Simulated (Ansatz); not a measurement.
**Bi: experiment and calculation**

**Measured values to compare with.**

From “Structural properties of Bi thin film grown on Si (111) by quasi-van der Waals epitaxy”, 2022, pmc:8854617, for a bulk crystal of Bi at 300 K: lattice constant a 4.546 ± 0.0005 Å; lattice constant c 11.862 ± 0.001 Å.

How close the calculation comes is told below.

Computed with DFT PBE+D3(BJ), scalar-relativistic, plane waves, PAW (Ansatz 0.2.0).

Cutoff 420 eV; k points 12×12×12 on the computed 2-atom cell (Γ-centred); Gaussian smearing, width 0.10 eV; no spin polarisation.

Relaxed structure, symmetry kept:

Space group R-3m:H (No. 166). a = 4.535 Å, b = 4.535 Å, c = 11.645 Å, α = 90.00°, β = 90.00°, γ = 120.00°
```
atom site symmetry x y z
  Bi    6c        3m  0.3333  0.6667  0.9038
```

```json
{"Space group": "R-3m (No. 166)", "Volume per atom": "34.56 Å³", "Kohn–Sham band gap": "none (metal)", "Density of states at the Fermi level": "0.03 states/eV per cell (so small that it hangs on the mesh: a semimetal, or crossings between mesh points)", "Löwdin character within 0.5 eV of the Fermi level": "Bi 6p 88 %, Bi 6s 9 %", "Bulk modulus": "38 GPa", "Its pressure derivative": "6.5", "Bader charges (e)": "Bi (2 in the cell) 0.00"}
```

Spin-orbit coupling is left out, which matters for the bands of heavy elements.

Measured lattice constant a of Bi: 4.546 Å (300 K; quoted in the paper above). This calculation gives 4.535 Å (-0.2 %). A measured lattice constant c of Bi is 11.862 Å (300 K; quoted in the paper above); the calculated 11.645 Å misses it by -1.8 %. The calculation is for 0 K without zero-point motion.

Cost: 9 runs of about 5 core-minutes in all, on Intel Xeon 6975P-C (Granite Rapids) (shared hosts).